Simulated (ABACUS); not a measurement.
Ta: equation of state with B86bPBE

**Experimental background.**

From “Refinement of the equation of state of tantalum”, 2004, arxiv:cond-mat/0403080, for a bulk crystal of Ta: bulk modulus 194 GPa.

Crystal: Ta.

```
Ta
1.0
    -1.65128    1.65128    1.65128
     1.65128   -1.65128    1.65128
     1.65128    1.65128   -1.65128
Ta
1
Cartesian
  0.0000 0.0000 0.0000
```

* Program: ABACUS 3.10.1
* Task: equation of state
* Functional: B86bPBE
* Potentials or basis: Ansatz NC PBE
* Cutoff: 1007 eV
* Density cutoff: 4027 eV
* Basis: plane waves
* k mesh: 9 × 9 × 9
* Occupations: fermi-dirac, width 0.05 eV
* Spin: no spin polarisation
* Radial cutoff of the potentials (pseudo_rcut): 10 bohr
* SCF threshold on the density: 1e-08
* Max SCF steps: 100
* Eigensolver: dav
* Mixing: broyden
* Mixing share: 0.7
* Symmetry key: 1
* Bands: 18

The equilibrium volume is 18.41 Å³/atom, the bulk modulus is 175 GPa and the pressure derivative of the bulk modulus is 3.8 (rough: it moves with the points fitted).

Energy against volume, from the lowest point:
```tsv
volume (Å³/atom)	energy (meV/atom)
16.930	74.59
17.650	18.46
18.371	0.00
19.091	12.71
```

All runs of the series together: 13 s on 4 threads of Intel(R) Xeon(R) Platinum 8375C CPU @ 2.90GHz (Ice Lake), on a shared host.

A measured bulk modulus of Ta is 194 GPa (quoted in “Refinement of the equation of state of tantalum”, 2004, arxiv:cond-mat/0403080); the calculated 175 GPa misses it by -10.0 %. The fit is for a static lattice scaled at fixed shape and fixed fractional positions.

Caveat: the potentials were made for another functional, which shifts forces and pressure. Spin-orbit coupling is left out, which matters for the levels of Ta.
